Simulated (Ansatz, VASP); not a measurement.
## One calculation of BiH4, two programs

INCAR

```
SYSTEM = BiH4
  ALGO = Normal
  EDIFF = 1E-6
  EDIFFG = -0.04
  ENCUT = 600
  GGA = PE
  IBRION = 2
  ISIF = 3
  ISMEAR = 0
  LASPH = .TRUE.
  LCHARG = .FALSE.
  LREAL = .FALSE.
  LWAVE = .FALSE.
  NELM = 60
  NSW = 90
  PREC = Accurate
  SIGMA = 0.1
```

File KPOINTS:

```
k-points
0
G
  6 6 6
  0 0 0
```

Contents of POSCAR:

```
BiH4
1.0
    0.0000000000      3.0532499900      3.0532499900
    3.0532499900      0.0000000000      3.0532499900
    3.0532499900      3.0532499900      0.0000000000
Bi H
1 4
Direct
    0.2500000000      0.2500000000      0.2500000000
    0.5798773800      0.5798773800      0.5798773800
    0.5798773800      0.5798773800      0.2603678600
    0.5798773800      0.2603678600      0.5798773800
    0.2603678600      0.5798773800      0.5798773800
```

Input for Ansatz:

```yaml
crystal:
  lattice:
    - [0.0, 3.05324999, 3.05324999]
    - [3.05324999, 0.0, 3.05324999]
    - [3.05324999, 3.05324999, 0.0]
  atoms:
    - { symbol: Bi, position: [0.25, 0.25, 0.25] }
    - { symbol: H, position: [0.57987738, 0.57987738, 0.57987738] }
    - { symbol: H, position: [0.57987738, 0.57987738, 0.26036786] }
    - { symbol: H, position: [0.57987738, 0.26036786, 0.57987738] }
    - { symbol: H, position: [0.26036786, 0.57987738, 0.57987738] }
basis:
  ecutwfc: 420
kpoints:
  mp_grid: { grid: [6, 6, 6] }
hamiltonian:
  xc: pbe
scf:
  occupations: { method: gaussian, width: 0.1 }
  lower_state_search: "off"
output:
  forces: true
  stress: true
  eigenvalues: true
relax:
  adjacent_minimum: "off"
  f_tol: 0.04
  max_steps: 70
  cell: { stress_tol: 0.4 }
```

Alike in both runs: task relaxation of cell and atoms; functional PBE; k mesh 6 × 6 × 6; occupations gaussian, width 0.1 eV; no spin polarisation.

```csv
,VASP,Ansatz
version,VASP 6.6.1,Ansatz 0.2.0
potentials or method,"VASP PAW PBE potentials, release 64 (Bi_d, H)","scalar-relativistic, plane waves, PAW"
plane-wave cutoff (eV),600,420
valence electrons in the cell,19,19
```

Ansatz gave:

```
gap on the k mesh at the Fermi level, each at its own relaxed structure (eV) : none
relaxed volume (Å³/atom)                                                     : 8.97
relaxed cell length with the largest relative difference (Å)                 : 3.988
energy change over the relaxation (meV/atom)                                 : -170
```

What did VASP give for the same quantities?

gap on the k mesh at the Fermi level, each at its own relaxed structure (eV): none; relaxed volume (Å³/atom): 9.04; relaxed cell length with the largest relative difference (Å): 3.998; energy change over the relaxation (meV/atom): -169.

A gap of «none» marks a metal or a gap that the smearing closes.

Caveats: the volume moved by over 15 % at a fixed basis, so the end points are rough (VASP); spin-orbit coupling is left out, which moves the levels of the heavy elements.
